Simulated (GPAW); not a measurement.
# ZnS (Wurtzite-2H) (P6_3mc) in GPAW: further runs

The runs below take ZnS (Wurtzite-2H) through equation of state, band structure, with PBE, optB88-vdW.

Everything below comes from runs of GPAW 26.7.0. Logs are shortened: lines on timing, memory, paths and dates and some standing lists are left out, and cuts for length are marked. The log counts tension as positive stress, the text compression.

**Experimental background.**

A printed reference work, monograph reports, for a bulk crystal of ZnS at 4 K: band gap 3.911 eV (direct).

The results are compared with them further down.

## 1. Starting point

Symmetry: P6_3mc, No. 186, hexagonal system. Conventional cell: a = 3.811 Å, b = 3.811 Å, c = 6.234 Å, α = 90.00°, β = 90.00°, γ = 120.00°. Around Zn (site symmetry 3m) lie 4 S at 2.31 to 2.40 Å. Around S (site symmetry 3m) lie 4 Zn at 2.31 to 2.40 Å.

## 2. Equation of state, PBE

File run.py:

```python
from ase.eos import EquationOfState
from ase.io import Trajectory, read
from ase.units import GPa
from gpaw import GPAW

atoms = read('POSCAR')

traj = Trajectory('eos.traj', 'w')
volumes, energies = [], []
for x in [0.94, 0.96, 0.98, 1.0, 1.02, 1.04, 1.06]:
    a = atoms.copy()
    a.set_cell(atoms.cell * x**(1 / 3), scale_atoms=True)
    calc = GPAW(mode='lcao',
                h=0.18,
                basis='dzp',
                xc='PBE',
                kpts={'size': (6, 6, 3), 'gamma': True},
                occupations={'name': 'fermi-dirac', 'width': 0.05},
                convergence={'density': 1e-05, 'energy': 1e-05},
                maxiter=150,
                txt=f'eos-{x:.2f}.txt')
    a.calc = calc
    energies.append(a.get_potential_energy(force_consistent=True))
    volumes.append(a.get_volume())
    calc.write(f'eos-{x:.2f}.gpw')
    traj.write(a)
    print(f'{x:.2f} {volumes[-1]:10.4f} A^3 {energies[-1]:14.6f} eV', flush=True)

v0, e0, B = EquationOfState(volumes, energies, eos='birchmurnaghan').fit()
print(f'V0 = {v0:.4f} A^3, E0 = {e0:.6f} eV, B0 = {B / GPa:.2f} GPa')
```

File POSCAR:

```
ZnS
1.0
    3.8110000000      0.0000000000      0.0000000000
   -1.9055000000      3.3004228138      0.0000000000
    0.0000000000      0.0000000000      6.2340000000
Zn S
2 2
Direct
    0.6666666667      0.3333333333      0.5000000000
    0.3333333333      0.6666666667      0.0000000000
    0.6666666667      0.3333333333      0.8850000000
    0.3333333333      0.6666666667      0.3850000000
```

Potentials or basis: GPAW PAW data sets (gpaw-data 1.2.1), lcao:dzp.

The run is started by

```bash
> OMP_NUM_THREADS=1 python run.py
```

The program printed:

```text
__  _  _
 | _ |_)|_||  |
 |__||  | ||/\| - 26.7.0

Input parameters:
  mode=LCAO(),
  basis={'default': 'dzp'},
  convergence={'density': 1e-05, 'energy': 1e-05},
  h=0.18,
  kpts=MonkhorstPack(size=(6, 6, 3), gamma=True),
  maxiter=150,
  occupations=Occupations(name='fermi-dirac', width=0.05),
  xc=XC(name='PBE')

           S

           Zn
        S

        Zn

Atoms  # Å, Bohr magnetons
|   | symbol |         x |        y |        z |    initial magnetic moments |
|---|--------|-----------|----------|----------|-----------------------------|
| 0 |     Zn |  1.866601 | 1.077683 | 3.053370 | ( 0.0000,  0.0000,  0.0000) |
| 1 |     Zn | -0.000000 | 2.155366 | 0.000000 | ( 0.0000,  0.0000,  0.0000) |
| 2 |      S |  1.866601 | 1.077683 | 5.404465 | ( 0.0000,  0.0000,  0.0000) |
| 3 |      S | -0.000000 | 2.155366 | 2.351095 | ( 0.0000,  0.0000,  0.0000) |

Unit cell  # Å
| periodic |         x |        y |        z |  lengths |     angles |
|----------|-----------|----------|----------|----------|------------|
|      yes |  3.733203 | 0.000000 | 0.000000 | 3.733203 |  90.000000 |
|      yes | -1.866601 | 3.233048 | 0.000000 | 3.733203 |  90.000000 |
|      yes |  0.000000 | 0.000000 | 6.106740 | 6.106740 | 120.000000 |

Number of symmetries: 6
Symmetry operations  # r_c * U_cc + t_c -> r_c
|   | kind |            matrix            |
|---|------|------------------------------|
| 0 |  σ   |  1, 1, 0,  0,-1, 0,  0, 0, 1 |
| 1 |  E   |  1, 0, 0,  0, 1, 0,  0, 0, 1 |
| 2 |  C3  |  0, 1, 0, -1,-1, 0,  0, 0, 1 |
| 3 |  σ   |  0,-1, 0, -1, 0, 0,  0, 0, 1 |
| 4 |  σ   | -1, 0, 0,  1, 1, 0,  0, 0, 1 |
| 5 |  C3  | -1,-1, 0,  1, 0, 0,  0, 0, 1 |

BZ-sampling:
  Number of BZ points: 108
  Number of IBZ points: 17

  Monkhorst-Pack size: [6, 6, 3]
  Monkhorst-Pack shift: [0.08333333333333333, 0.08333333333333333, 0.0]

K-points  # in reciprocal-cell coordinates
|     |                                coordinates |     weight |
|-----|--------------------------------------------|------------|
|   0 | (  0.00000000,   0.00000000,   0.00000000) | 0.00925926 |
|   1 | (  0.00000000,   0.00000000,   0.33333333) | 0.01851852 |
|   2 | (  0.16666667,   0.00000000,  -0.33333333) | 0.05555556 |
|   3 | (  0.16666667,   0.00000000,   0.00000000) | 0.05555556 |
|   4 | (  0.16666667,   0.00000000,   0.33333333) | 0.05555556 |
|   5 | (  0.33333333,  -0.16666667,   0.00000000) | 0.05555556 |
|   6 | (  0.33333333,  -0.16666667,   0.33333333) | 0.11111111 |
|   7 | (  0.33333333,   0.00000000,  -0.33333333) | 0.05555556 |
|   8 | (  0.33333333,   0.00000000,   0.00000000) | 0.05555556 |
|   9 | (  0.33333333,   0.00000000,   0.33333333) | 0.05555556 |
| ... |                                            |            |
|  16 | (  0.50000000,   0.50000000,   0.33333333) | 0.05555556 |

basis functions: 68
Spin-components: 1 (collinear spins)
Bands:           26
Projectors:      22
Spin-degeneracy: 2
Datatype:        <class 'complex'>

Parallelization:
  kpt:    1
  domain: 1
  band:   1

Density:
  Valence electrons: 36.0
  Components: 1
  Grid points: [16 16 32]
  Charge: 0.0  # |e|

Potential:
  Grid points: [16 16 32]

species:
  Zn:
    name:    Zinc
    Z:       30.0
    valence: 12
    core:    18
    charge:  0.0  # [|e|]
    compensation charges:
      type: gauss
      rc: 0.37  # [Å]
      lmax: 2
    cutoffs:
      filter: 2.14  # [Å]
      core: 2.28  # [Å]
    projectors
    | kind |    occ | energy [eV] | rcut [Å] |
    |------|--------|-------------|----------|
    |   4s |  2.000 |      -5.977 |    1.286 |
    |   4p |  0.000 |      -1.117 |    1.270 |
    |   3d | 10.000 |     -10.142 |    1.180 |
    |    s |        |      21.234 |    1.286 |
    |    p |        |      26.095 |    1.270 |
    |    d |        |      17.070 |    1.180 |

    LCAO basis set for Zn:
      Name: dzp
      File: <dir>
      Number of radial functions: 7
      Number of spherical harmonics: 21
        l=0, rc=8.1562 Bohr: 4s-sz confined orbital
        l=1, rc=12.4062 Bohr: 4p-sz confined orbital
        l=2, rc=4.3594 Bohr: 3d-sz confined orbital
        l=0, rc=4.7188 Bohr: 4s-dz split-valence wave
        l=1, rc=7.4844 Bohr: 4p-dz split-valence wave
        l=2, rc=2.8125 Bohr: 3d-dz split-valence wave
        l=1, rc=8.1562 Bohr: p-type Gaussian polarization
      Number of RI-basis functions 0

  S:
    name:    Sulfur
    Z:       16.0
    valence: 6
    core:    10
    charge:  0.0  # [|e|]
    compensation charges:
      type: gauss
      rc: 0.24  # [Å]
      lmax: 2
    cutoffs:
      filter: 1.77  # [Å]
      core: 1.66  # [Å]
    projectors
    | kind |    occ | energy [eV] | rcut [Å] |
    |------|--------|-------------|----------|
[... 58 lines left out ...]
| 1 |     Zn | -0.000000 | 2.155366 | 0.000000 | ( 0.0000,  0.0000,  0.0000) |
| 2 |      S |  1.866601 | 1.077683 | 5.404465 | ( 0.0000,  0.0000,  0.0000) |
| 3 |      S | -0.000000 | 2.155366 | 2.351095 | ( 0.0000,  0.0000,  0.0000) |

Unit cell  # Å
| periodic |         x |        y |        z |  lengths |     angles |
|----------|-----------|----------|----------|----------|------------|
|      yes |  3.733203 | 0.000000 | 0.000000 | 3.733203 |  90.000000 |
|      yes | -1.866601 | 3.233048 | 0.000000 | 3.733203 |  90.000000 |
|      yes |  0.000000 | 0.000000 | 6.106740 | 6.106740 | 120.000000 |

Number of symmetries: 6
Symmetry operations  # r_c * U_cc + t_c -> r_c
|   | kind |            matrix            |
|---|------|------------------------------|
| 0 |  σ   |  1, 1, 0,  0,-1, 0,  0, 0, 1 |
| 1 |  E   |  1, 0, 0,  0, 1, 0,  0, 0, 1 |
| 2 |  C3  |  0, 1, 0, -1,-1, 0,  0, 0, 1 |
| 3 |  σ   |  0,-1, 0, -1, 0, 0,  0, 0, 1 |
| 4 |  σ   | -1, 0, 0,  1, 1, 0,  0, 0, 1 |
| 5 |  C3  | -1,-1, 0,  1, 0, 0,  0, 0, 1 |

BZ-sampling:
  Number of BZ points: 108
  Number of IBZ points: 17

  Monkhorst-Pack size: [6, 6, 3]
  Monkhorst-Pack shift: [0.08333333333333333, 0.08333333333333333, 0.0]

K-points  # in reciprocal-cell coordinates
|     |                                coordinates |     weight |
|-----|--------------------------------------------|------------|
|   0 | (  0.00000000,   0.00000000,   0.00000000) | 0.00925926 |
|   1 | (  0.00000000,   0.00000000,   0.33333333) | 0.01851852 |
|   2 | (  0.16666667,   0.00000000,  -0.33333333) | 0.05555556 |
|   3 | (  0.16666667,   0.00000000,   0.00000000) | 0.05555556 |
|   4 | (  0.16666667,   0.00000000,   0.33333333) | 0.05555556 |
|   5 | (  0.33333333,  -0.16666667,   0.00000000) | 0.05555556 |
|   6 | (  0.33333333,  -0.16666667,   0.33333333) | 0.11111111 |
|   7 | (  0.33333333,   0.00000000,  -0.33333333) | 0.05555556 |
|   8 | (  0.33333333,   0.00000000,   0.00000000) | 0.05555556 |
|   9 | (  0.33333333,   0.00000000,   0.33333333) | 0.05555556 |
| ... |                                            |            |
|  16 | (  0.50000000,   0.50000000,   0.33333333) | 0.05555556 |

basis functions: 68
Spin-components: 1 (collinear spins)
Bands:           26
Projectors:      22
Spin-degeneracy: 2
Datatype:        <class 'complex'>

Parallelization:
  kpt:    1
  domain: 1
  band:   1

Density:
  Valence electrons: 36.0
  Components: 1
  Grid points: [16 16 32]
  Charge: 0.0  # |e|

Potential:
  Grid points: [16 16 32]

species:
  Zn:
    name:    Zinc
    Z:       30.0
    valence: 12
    core:    18
    charge:  0.0  # [|e|]
    compensation charges:
      type: gauss
      rc: 0.37  # [Å]
      lmax: 2
    cutoffs:
      filter: 2.14  # [Å]
      core: 2.28  # [Å]
    projectors
    | kind |    occ | energy [eV] | rcut [Å] |
    |------|--------|-------------|----------|
    |   4s |  2.000 |      -5.977 |    1.286 |
    |   4p |  0.000 |      -1.117 |    1.270 |
    |   3d | 10.000 |     -10.142 |    1.180 |
    |    s |        |      21.234 |    1.286 |
    |    p |        |      26.095 |    1.270 |
    |    d |        |      17.070 |    1.180 |

    LCAO basis set for Zn:
      Name: dzp
      File: <dir>
      Number of radial functions: 7
      Number of spherical harmonics: 21
        l=0, rc=8.1562 Bohr: 4s-sz confined orbital
        l=1, rc=12.4062 Bohr: 4p-sz confined orbital
        l=2, rc=4.3594 Bohr: 3d-sz confined orbital
        l=0, rc=4.7188 Bohr: 4s-dz split-valence wave
        l=1, rc=7.4844 Bohr: 4p-dz split-valence wave
        l=2, rc=2.8125 Bohr: 3d-dz split-valence wave
        l=1, rc=8.1562 Bohr: p-type Gaussian polarization
      Number of RI-basis functions 0

  S:
    name:    Sulfur
    Z:       16.0
    valence: 6
    core:    10
    charge:  0.0  # [|e|]
    compensation charges:
      type: gauss
      rc: 0.24  # [Å]
      lmax: 2
    cutoffs:
      filter: 1.77  # [Å]
      core: 1.66  # [Å]
    projectors
    | kind |    occ | energy [eV] | rcut [Å] |
    |------|--------|-------------|----------|
    |   3s |  2.000 |     -17.254 |    0.974 |
    |   3p |  4.000 |      -7.008 |    0.979 |
    |    s |        |       9.957 |    0.974 |
    |    p |        |      20.203 |    0.979 |
    |    d |        |       0.000 |    0.900 |

    LCAO basis set for S:
      Name: dzp
      File: <dir>
      Number of radial functions: 5
      Number of spherical harmonics: 13
        l=0, rc=5.5156 Bohr: 3s-sz confined orbital
        l=1, rc=6.9375 Bohr: 3p-sz confined orbital
        l=0, rc=3.0469 Bohr: 3s-dz split-valence wave
        l=1, rc=3.9375 Bohr: 3p-dz split-valence wave
        l=2, rc=6.9375 Bohr: d-type Gaussian polarization
      Number of RI-basis functions 0

Reference energy: -119437.893101  # eV

eigensolver:
  <gpaw.new.lcao.eigensolver.LCAOEigensolver object>
density mixing:
  MSR1-Mixer
  Pratt-step length: 0.05
  Maximum mixing coefficient: 0.75
  Old densities: 10
  SVD Regularization: 0.005
  Good broyden scale: 1.0
  Trust region scale: 1.0
  Backstep threshold: 4.0
  History deletion threshold: 6.0
  Fourier metric: weight=20.0, sigma=0.015

occupation numbers:
  Fermi-Dirac:
    width: 0.0500  # eV

FastPoissonSolver using
    Stencil: 8*3+1=25 point O(h^6) finite-difference Laplacian
    FFT axes: [np.int64(0), np.int64(1), np.int64(2)]
    FST axes: []

xc functional:
  name: PBE with 2 nearest neighbor stencil
interpolation: tri-quintic # 5. degree polynomial

convergence criteria:
- Maximum integral of absolute [dens]ity change: 1e-05 electrons / valence electron
- Maximum [total energy] change in last 3 cyles: 1e-05 eV / valence electron
- Maximum integral of absolute [eigenst]ate change: 4e-08 eV^2 / valence electron
maximum number of iterations: 150

SCF iterations
|iter     | |      energy | eigst |  dens |
|---------|-|-------------|-------|-------|
|iter:   1| |  -12.866390 |      c|       |
|iter:   2| |  -12.781085 |      c| -1.36 |
|iter:   3| |  -12.578572 |      c| -1.39 |
|iter:   4| |  -12.588015 |      c| -1.86 |
|iter:   5| |  -12.588093 |      c| -2.35 |
|iter:   6| |  -12.588092c|      c| -3.66 |
|iter:   7| |  -12.588092c|      c| -4.07 |
|iter:   8| |  -12.588092c|      c| -5.04c|

Converged in 8 steps
Energy contributions relative to reference atoms: (reference = -119437.893101)

Energy contributions:
  Kinetic:          27.849827
  Coulomb:         -21.785930
  Zero:              0.251992
  External:          0.000000
  Xc:              -18.903981
  Entropy:          -0.000000
  Spinorbit:         0.000000
  ----------------------------
  Free energy:     -12.588092
  Extrapolated:    -12.588092

dipole moment: (-0.000000, 0.000000, -7.114367)  # |e|*Ang

Fermi level: 5.773
Eigenvalues  # (at kpt = [0.000, 0.000, 0.000])
| band index |      eig [eV] | occ [0-2] |
|------------|---------------|-----------|
|          0 |        -9.117 |     2.000 |
|        ... |               |           |
|         10 |        -1.437 |     2.000 |
|         11 |        -1.320 |     2.000 |
|         12 |        -1.002 |     2.000 |
|         13 |         3.600 |     2.000 |
|         14 |         3.600 |     2.000 |
|         15 |         4.542 |     2.000 |
[... 8 lines left out ...]
|         24 |        12.433 |     0.000 |
|         25 |        14.272 |     0.000 |

Gap: 2.539 eV
Transition (v -> c):
  (s=0, k=0, n=17, [0.00, 0.00, 0.00]) -> (s=0, k=0, n=18, [0.00, 0.00, 0.00])
No difference between direct/indirect transitions
# Writing to eos-0.94.gpw (mode='')
```

Run time: 13 min. Hardware: 1 thread of Arm Neoverse N1, shared host; peak memory 0.38 GiB.

Results:

```
Equilibrium volume                        : 19.62 Å³/atom (rough: see the caveat)
Bulk modulus at fixed shape and positions : 147 GPa (rough)
```

Energy against volume, from the lowest point:
```
volume (Å³/atom)  energy (meV/atom)
          18.427              69.53
          18.819              17.75
          19.211               7.45
          19.603               1.69
          19.995               0.00
          20.387               1.95
          20.779               7.18
```

Caveat: the energies scatter about the fit; the fit is doubtful: noisy points or a state that changes with volume; the real-space grid adds noise to forces; the cell was scaled at fixed shape and fractional positions, which overstates the stiffness of a crystal with free parameters, most of all of layers and chains; the basis of atomic orbitals isn't converged, which shifts pressures, moduli and gaps.

## 3. Equation of state, optB88-vdW

Edit run.py of step 2 so:

```diff
@@ -3,5 +3,5 @@
 from ase.units import GPa
-from gpaw import GPAW
+from gpaw import GPAW, PW
 
-atoms = read('POSCAR')
+atoms = read('ZnS.cif')
 
@@ -12,10 +12,10 @@
     a.set_cell(atoms.cell * x**(1 / 3), scale_atoms=True)
-    calc = GPAW(mode='lcao',
-                h=0.18,
-                basis='dzp',
-                xc='PBE',
+    calc = GPAW(mode=PW(600),
+                xc={'name': 'optB88-vdW', 'backend': 'libvdwxc'},
                 kpts={'size': (6, 6, 3), 'gamma': True},
                 occupations={'name': 'fermi-dirac', 'width': 0.05},
+                nbands=31,
                 convergence={'density': 1e-05, 'energy': 1e-05},
                 maxiter=150,
+                legacy_gpaw=True,
                 txt=f'eos-{x:.2f}.txt')
```

File ZnS.cif:

```cif
data_ZnS
_cell_length_a 3.81100000
_cell_length_b 3.81100000
_cell_length_c 6.23400000
_cell_angle_alpha 90.00000000
_cell_angle_beta 90.00000000
_cell_angle_gamma 120.00000000
_space_group_name_H-M_alt 'P1'
_space_group_name_Hall 'P 1'
_space_group_IT_number 1
loop_
_space_group_symop_operation_xyz
'x,y,z'
loop_
_atom_site_label
_atom_site_type_symbol
_atom_site_symmetry_multiplicity
_atom_site_Wyckoff_symbol
_atom_site_fract_x
_atom_site_fract_y
_atom_site_fract_z
_atom_site_occupancy
Zn1 Zn 1 a 0.6666666667 0.3333333333 0.5000000000 1
Zn2 Zn 1 a 0.3333333333 0.6666666667 0.0000000000 1
S1 S 1 a 0.6666666667 0.3333333333 0.8850000000 1
S2 S 1 a 0.3333333333 0.6666666667 0.3850000000 1
```

Potentials or basis: GPAW PAW data sets (gpaw-data 1.2.1), pw.

The run is started by

```bash
> OMP_NUM_THREADS=1 python run.py
```

Run time: 3.3 min. Hardware: 1 thread of Arm Neoverse V1, shared host; peak memory 0.28 GiB.

The run converged. Its results:

* Equilibrium volume: 20.48 Å³/atom
* Bulk modulus at fixed shape and positions: 67 GPa
* Pressure derivative of the bulk modulus: 4.6 (rough: it moves with the points fitted)

Energy against volume, from the lowest point:
```tsv
volume (Å³/atom)	energy (meV/atom)
18.427	52.65
18.819	33.10
19.211	18.58
19.603	8.55
19.995	2.48
20.387	0.00
20.779	0.81
```

Caveat: the cell was scaled at fixed shape and fractional positions, which overstates the stiffness of a crystal with free parameters, most of all of layers and chains; the PAW data sets were made with another functional, which shifts forces and pressure a little.

## 4. Band structure, PBE

File run.py:

```python
from ase.dft.bandgap import bandgap
from ase.io import read, write
from ase.units import GPa
from gpaw import GPAW, PW

atoms = read('ZnS.cif')

calc = GPAW(mode=PW(600),
            xc='PBE',
            kpts={'size': (6, 6, 3), 'gamma': True},
            occupations={'name': 'fermi-dirac', 'width': 0.05},
            nbands=31,
            convergence={'density': 1e-05, 'energy': 1e-05},
            maxiter=150,
            txt='gpaw.txt')
atoms.calc = calc
energy = atoms.get_potential_energy()
forces = atoms.get_forces()
stress = atoms.get_stress()
calc.write('gs.gpw')
write('result.traj', atoms)
print(f'Energy: {energy:.6f} eV')
print('Forces (eV/A):')
print(forces.round(4))
print('Stress (GPa):', (stress / GPa).round(3))
print('Fermi level:', round(calc.get_fermi_level(), 4), 'eV')
print(f'Gap: {bandgap(calc)[0]:.4f} eV, direct: {bandgap(calc, direct=True)[0]:.4f} eV')

path = atoms.cell.bandpath('GMKGALHA,LM,KH', npoints=80, eps=1e-4)
bs_calc = calc.fixed_density(kpts=path, symmetry='off', nbands=48,
                             convergence={'bands': 'CBM+6.0', 'eigenstates': 1e-6}, txt='bands.txt')
bs = bs_calc.band_structure()
bs.write('bs.json')
print(f'Gap on the path: {bandgap(bs_calc)[0]:.4f} eV')
```

ZnS.cif is that of step 3.

The run is started by

```bash
> OMP_NUM_THREADS=1 python run.py
```

It took 2.6 min on 1 thread of Arm Neoverse V1, shared host; peak memory 0.45 GiB.

The run converged. Its results:

* Free energy: -13.8014 eV
* Pressure: 2.4 GPa
* Largest force: 0.330 eV/Å
* Band gap on the k mesh: 2.24 eV, direct
* Band gap along the path: 2.24 eV, direct

Forces on the atoms (eV/Å):
```
Zn   0.000  0.000  0.329
Zn   0.000  0.000  0.329
S    0.000  0.000 -0.330
S    0.000  0.000 -0.329
```

Stress tensor (GPa, compression positive):
```
3.09 0.00 0.00
0.00 3.09 0.00
0.00 0.00 0.95
```

Levels at the corners of the path, in eV from the valence-band top:
```
point  band 16  band 17  band 18  band 19  band 20  band 21
    Γ    -0.01    -0.01     0.00     2.24     2.99     6.28
    M    -2.25    -1.56    -0.98     3.61     4.26     5.17
    K    -2.21    -2.21    -2.21     4.46     5.91     5.91
    Γ    -0.01    -0.01     0.00     2.24     2.99     6.28
    A    -0.45    -0.45    -0.45     3.51     3.51     6.70
    L    -1.66    -1.53    -1.53     3.61     3.61     5.13
    H    -3.11    -1.25    -1.25     4.53     4.53     6.47
    A    -0.45    -0.45    -0.45     3.51     3.51     6.70
    L    -1.66    -1.53    -1.53     3.61     3.61     5.13
    M    -2.25    -1.56    -0.98     3.61     4.26     5.17
    K    -2.21    -2.21    -2.21     4.46     5.91     5.91
    H    -3.11    -1.25    -1.25     4.53     4.53     6.47
```

## 5. Comparison with measurements

Step 4. Measured gap of ZnS: 3.911 eV (direct; 4 K; a printed reference work, monograph). This calculation gives 2.24 eV (-1.67 eV). The value is that of PBE, without temperature or zero-point motion. Semilocal functionals fall short of measured gaps as a rule.
